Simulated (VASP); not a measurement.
# Al17Cu (a cell with a defect) in VASP: further runs, part 2 of 2

VASP 6.6.1. The steps go on from the part before.

**4. Single point, LDA (grid = ENCUT=600 dk=0.35 cell=3x3x2 ISMEAR=1 SIGMA=0.1 LREAL=Auto EDIFF=1e-06)**

Contents of INCAR:

```
PREC = Accurate
ENCUT = 600
EDIFF = 1E-6
ISMEAR = 1
SIGMA = 0.1
LREAL = Auto
LASPH = T
NELM = 120
ALGO = Fast
ISIF = 2
LWAVE = F
LCHARG = F
NBANDS = 49
```

Contents of KPOINTS:

```
Automatic mesh
0
Gamma
  3 3 4
```

Contents of POSCAR:

```
Al17Cu
1.0
    0.0000000000      6.0744150000      6.0744150000
    6.0744150000      0.0000000000      6.0744150000
    4.0496100000      4.0496100000      0.0000000000
Cu Al
1 17
Direct
    0.0000000000      0.0000000000      0.0000000000
    0.0000000000      0.0000000000      0.5000000000
    0.0000000000      0.3333333333      0.0000000000
    0.0000000000      0.3333333333      0.5000000000
    0.0000000000      0.6666666667      0.0000000000
    0.0000000000      0.6666666667      0.5000000000
    0.3333333333      0.0000000000      0.0000000000
    0.3333333333      0.0000000000      0.5000000000
    0.3333333333      0.3333333333      0.0000000000
    0.3333333333      0.3333333333      0.5000000000
    0.3333333333      0.6666666667      0.0000000000
    0.3333333333      0.6666666667      0.5000000000
    0.6666666667      0.0000000000      0.0000000000
    0.6666666667      0.0000000000      0.5000000000
    0.6666666667      0.3333333333      0.0000000000
    0.6666666667      0.3333333333      0.5000000000
    0.6666666667      0.6666666667      0.0000000000
    0.6666666667      0.6666666667      0.5000000000
```

Potentials or basis: VASP PAW LDA potentials, release 64 (Cu, Al).

On the command line:

```console
cat potpaw_LDA.64/Cu/POTCAR potpaw_LDA.64/Al/POTCAR > POTCAR
mpirun -np 1 vasp_std > vasp.out
```

OUTCAR:

```text
PREC = Accurate
   ENCUT = 600
   EDIFF = 1E-6
   ISMEAR = 1
   LREAL = Auto
   LASPH = T
   NELM = 120
   ISIF = 2

 Found     14 irreducible k-points:

 Following reciprocal coordinates:
            Coordinates               Weight
  0.000000  0.000000  0.000000      1.000000
  0.333333  0.000000  0.000000      4.000000
  0.333333  0.333333  0.000000      2.000000
 -0.333333  0.333333  0.000000      2.000000
  0.000000  0.000000  0.250000      2.000000
[... 363 lines left out ...]
  Total       -7.5099630     -7.5099630    -15.2140157      2.1516776     -0.4723107     -0.4723107
  in kB      -40.2620854    -40.2620854    -81.5647159     11.5354796     -2.5321317     -2.5321315
  external PRESSURE =     -54.0296289 kB  Pullay stress =       0.0000000 kB

 VOLUME and BASIS-vectors are now :
 -----------------------------------------------------------------------------
  energy-cutoff  :      600.00
  volume of cell :      298.85
      direct lattice vectors                 reciprocal lattice vectors
     0.000000000  6.074415000  6.074415000    -0.082312453  0.082312453  0.082312453
     6.074415000  0.000000000  6.074415000     0.082312453 -0.082312453  0.082312453
     4.049610000  4.049610000  0.000000000     0.123468680  0.123468680 -0.123468680

 POSITION                                       TOTAL-FORCE (eV/Angst)
 -----------------------------------------------------------------------------------
      0.00000      0.00000      0.00000        -0.000000     -0.000000     -0.000000
      2.02481      2.02481      0.00000        -0.000000     -0.000000     -0.000000
      2.02480      0.00000      2.02480        -0.175760      0.006224     -0.184805
      4.04961      2.02481      2.02480         0.024586      0.183287     -0.176429
      4.04961      0.00000      4.04961         0.175760     -0.006224      0.184805
      6.07442      2.02481      4.04961        -0.024586     -0.183287      0.176429
[... 10 lines left out ...]
      4.04961      4.04961      8.09922         0.013675      0.013675      0.062752
      6.07442      6.07442      8.09922         0.008666      0.008666      0.006244
 -----------------------------------------------------------------------------------
    total drift:                               -0.000000      0.000000      0.000000

  FREE ENERGIE OF THE ION-ELECTRON SYSTEM (eV)
  ---------------------------------------------------
  free  energy   TOTEN  =       -75.3874062584 eV

  energy  without entropy=      -75.3807249723  energy(sigma->0) =      -75.38517916
```

OSZICAR:

```text
N       E                     dE             d eps       ncg     rms          rms(c)
DAV:   1     0.209626202976E+03    0.20963E+03   -0.23387E+04  1372   0.121E+03
DAV:   2    -0.554805031405E+02   -0.26511E+03   -0.24144E+03  1401   0.221E+02
DAV:   3    -0.783436077302E+02   -0.22863E+02   -0.20503E+02  1824   0.629E+01
DAV:   4    -0.793935012615E+02   -0.10499E+01   -0.10251E+01  1752   0.110E+01
DAV:   5    -0.794303957142E+02   -0.36894E-01   -0.36834E-01  1856   0.248E+00    0.284E+01
RMM:   6    -0.103967729855E+03   -0.24537E+02   -0.24429E+02  1998   0.930E+01    0.272E+01
RMM:   7    -0.793481795695E+02    0.24620E+02   -0.87245E+01  1453   0.562E+01    0.131E+01
RMM:   8    -0.748357628090E+02    0.45124E+01   -0.28637E+01  1433   0.400E+01    0.201E+00
RMM:   9    -0.757061454043E+02   -0.87038E+00   -0.30631E+00  1699   0.989E+00    0.529E+00
RMM:  10    -0.753688162745E+02    0.33733E+00   -0.30583E+00  1748   0.992E+00    0.665E-01
RMM:  11    -0.753894268221E+02   -0.20611E-01   -0.27467E-01  1702   0.198E+00    0.730E-01
RMM:  12    -0.753925373322E+02   -0.31105E-02   -0.33448E-02  1755   0.913E-01    0.538E-01
RMM:  13    -0.753874097515E+02    0.51276E-02   -0.18513E-02  1867   0.486E-01    0.124E-01
RMM:  14    -0.753873527550E+02    0.56997E-04   -0.49283E-03  1967   0.228E-01    0.491E-02
RMM:  15    -0.753875076707E+02   -0.15492E-03   -0.10680E-03  1957   0.100E-01    0.735E-02
RMM:  16    -0.753874037506E+02    0.10392E-03   -0.21341E-04  1715   0.581E-02    0.204E-02
RMM:  17    -0.753874055616E+02   -0.18110E-05   -0.48255E-05  1721   0.304E-02    0.108E-02
RMM:  18    -0.753874062584E+02   -0.69681E-06   -0.65386E-06  1474   0.129E-02
   1 F= -.75387406E+02 E0= -.75385179E+02  d E =-.668129E-02
```

stdout:

```text
POSCAR found type information on POSCAR CuAl
 POSCAR found :  2 types and      18 ions
 scaLAPACK will be used
 LDA part: xc-table for (Slater(with rela. corr.)+CA(PZ))
 , standard interpolation
 POSCAR, INCAR and KPOINTS ok, starting setup
 FFT: planning ... GRIDC
 FFT: planning ... GRID_SOFT
 FFT: planning ... GRID
 WAVECAR not read
 entering main loop
```

Wall time 3.7 min (1 thread of Intel Xeon 6975P-C (Granite Rapids), shared host); peak memory 0.46 GiB.

These settings aren't checked as converged: the numbers below hold their error.

What came out:

```yaml
Free_energy: -75.3874 eV
Pressure: -5.4 GPa
Largest_force: 0.337 eV/Å
Band_gap_on_the_k_mesh: none (metal or under the smearing width)
```
